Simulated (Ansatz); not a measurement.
# NiSe3: the cost of one run

Computed with Ansatz 0.2.0 (DFT PBE, scalar-relativistic, plane waves, PAW, unless a step's input says otherwise).

## (1) The starting structure

The structure is cubic, space group Pm-3n (No. 223). Conventional cell: a = 5.673 Å, b = 5.673 Å, c = 5.673 Å, α = 90.00°, β = 90.00°, γ = 90.00°. Ni (site symmetry m-3) has 12 Se at 3.17 Å as nearest neighbours. Se (site symmetry -4m2) is surrounded by 2 Se at 2.84 Å and 4 Ni at 3.17 Å.

Coordinates:

```
CELL_PARAMETERS angstrom
5.67342 0.00000 0.00000
0.00000 5.67342 0.00000
0.00000 0.00000 5.67342
ATOMIC_POSITIONS crystal
Ni 0.00000 0.00000 0.00000
Ni 0.50000 0.50000 0.50000
Se 0.00000 0.50000 0.25000
Se 0.00000 0.50000 0.75000
Se 0.25000 0.00000 0.50000
Se 0.75000 0.00000 0.50000
Se 0.50000 0.75000 0.00000
Se 0.50000 0.25000 0.00000
```

This is candidate A: A15 type (Pm-3n, No. 223).

(A quick probe on a coarse mesh, which set the mesh and smearing, is not shown.)

## (3) A loose first relaxation (candidate A)

input.yaml reads:

```yaml
crystal:
  lattice:
    - [5.6734205757, 0.0, 0.0]
    - [0.0, 5.6734205757, 0.0]
    - [0.0, 0.0, 5.6734205757]
  atoms:
    - { symbol: Ni, position: [0.0, 0.0, 0.0], spin: 0.75 }
    - { symbol: Ni, position: [0.5, 0.5, 0.5], spin: 0.75 }
    - { symbol: Se, position: [0.0, 0.5, 0.25] }
    - { symbol: Se, position: [0.0, 0.5, 0.75] }
    - { symbol: Se, position: [0.25, 0.0, 0.5] }
    - { symbol: Se, position: [0.75, 0.0, 0.5] }
    - { symbol: Se, position: [0.5, 0.75, 0.0] }
    - { symbol: Se, position: [0.5, 0.25, 0.0] }
basis:
  ecutwfc: 420
kpoints:
  mp_grid: { grid: [4, 4, 4] }
hamiltonian:
  xc: pbe
scf:
  occupations: { method: gaussian, width: 0.1 }
  lower_state_search: "off"
output:
  forces: true
  stress: true
  eigenvalues: true
  populations: true
magnetization:
  spin_polarized: true
relax:
  adjacent_minimum: "off"
  f_tol: 0.04
  max_steps: 70
  cell: { stress_tol: 0.4 }
```

Command:

```
$ ansatz run input.yaml --threads 1 --pin off --max-ram 2560MiB --backend cpu --events-out ev --progress --plain --runs-dir out
```

**Question.** How long does this run take on 1 thread of AMD EPYC 7B13 (Zen 3), shared host, and how much memory does it need?

About 2.6 min, with a peak of 0.68 GiB.
